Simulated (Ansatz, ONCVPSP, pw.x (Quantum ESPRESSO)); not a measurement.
## molybdenum (Mo): one change to the ONCV potential, in the atom and in the fcc crystal

Mo (Z = 42), optimised norm-conserving Vanderbilt (ONCV), made with ONCVPSP 4.0.1.1 (patched build) (LDA (Perdew-Wang 92), scalar-relativistic). Core [Ar] 3d10, reference 4s2 4p6 4d5 5s0.75 5p0.25. Waves: 4s+5s: rc 2.05 bohr, ncon 4, nbas 8, qcut 7 1/bohr, 2 projectors; 4p+5p: rc 1.80 bohr, ncon 3, nbas 8, qcut 9.3 1/bohr, 2 projectors; 4d: rc 2.65 bohr, ncon 4, nbas 9, qcut 5.6 1/bohr, 2 projectors, debl 2.7 Ha. Local part: polynomial inside 1.75 bohr (lpopt 5, dvloc0 6 Ha). Core correction: Teter function, fcfact 2.5, rcfact 1.65.

Change: all radii but the core radius scaled by about 0.78 (s 1.60, p 1.40, d 2.08 bohr); local potential polynomial inside 1.36 bohr (lpopt 5, dvloc0 6 Ha).

Cutoffs, loose and tight: the cutoffs (Ha) at which the residual kinetic energy of the hardest occupied pseudo-wave falls to 1 and 0.1 mHa per electron. They do not see the model core or the augmentation charge, which bear on the density cutoff. Test errors are all-electron minus pseudo excitation energies from the reference, over the configurations 4s2 4p6 4d5 5s1 5p0; 4s2 4p6 4d5 5s0 5p0; 4s2 4p6 4d4 5s0 5p0; 4s2 4p6 4d5 5s0 5p1; variants that change the core or the reference have their own tests.

Crystal test: fcc Mo in pw.x 7.5, no spin, 14³ k-points, Fermi–Dirac smearing 0.01 Ry, cutoffs set for each file from its atomic test. The reference is all-electron LAPW (Ansatz 0.2.0) with the same functional, mesh and smearing; V0 and B0 come from Birch–Murnaghan fits to the pressures at five volumes. Errors are pseudo minus all-electron; Δ is the rms difference of the E(V) curves that follow from these fits, minima aligned, over ±6 % about the mean V0. Mesh and smearing are coarse, so the numbers serve the comparison and aren't converged zero-temperature values; the lattice is a test structure that the element need not adopt.

All-electron: a0 = 3.938 Å (V0 = 15.27 Å³/atom), B0 = 265.2 GPa.

**Question.** Does the change bring the crystal closer to the all-electron result?

**Answer.** The mean pressure error goes from +4.13 to +1.14 GPa, so the change moves the solid closer to the all-electron pressures. At 80 % of its cutoff the pressure of the changed file moves by -4.41 GPa.

| quantity | base | changed |
| --- | --- | --- |
| outcome (atom) | generated | generated |
| cutoff, loose (atom) | 21 Ha | 29 Ha |
| cutoff, tight (atom) | 28 Ha | 34 Ha |
| bound ghosts (atom) | none | none |
| largest test error (meV) (atom) | -0.6 over the solved tests; 1 of 4 tests not solved or not reliable | -0.9 over the solved tests; 1 of 4 tests not solved or not reliable |
| cutoffs in pw.x (Ry) | 65/260 | 80/320 |
| a0 (Å) | 3.958 | 3.944 |
| a0 error (%) | +0.50 | +0.14 |
| B0 error (%) | -0.9 | -0.1 |
| Δ (meV/atom) | 13.4 | 3.8 |
| mean pressure error (GPa) | +4.13 | +1.14 |

Base: This is a poor potential for the solid. Atomic configuration tests: 1 of 4 tests not solved or not reliable. Changed file: Atomic configuration tests: 1 of 4 tests not solved or not reliable.
